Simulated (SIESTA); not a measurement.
The system is TePb.

```xyz
2
Lattice="0.0000 3.2310 3.2310 3.2310 0.0000 3.2310 3.2310 3.2310 0.0000" Properties=species:S:1:pos:R:3 pbc="T T T"
Pb    0.0000    0.0000    0.0000
Te    3.2310    3.2310    3.2310
```

Base run:

```yaml
Program: SIESTA 5.4.2
Functional: PBE
Potentials_or_basis: PseudoDojo 0.4 standard (PBE files)
Basis: DZP (energy shift 0.003 Ry; two zetas on semicore shells)
Grid_cutoff: 500 Ry
Energy_shift: 0.003 Ry
k_mesh: 7 × 7 × 7
Occupations: fermi-dirac, width 0.05 eV
Spin: no spin polarisation
```

Its results: pressure 2.5 GPa.

The run is repeated on the same cell with these changes: functional from PBE to BLYP. What comes out?

Pressure 5.5 GPa.

BLYP binds less tightly than PBE, so the same cell stands under more pressure.

Caveats: the basis of atomic orbitals isn't converged, which shifts pressures, moduli and gaps; the potentials were made for another functional, which shifts forces and pressure (some runs).

Not every run made on this cell is shown here.
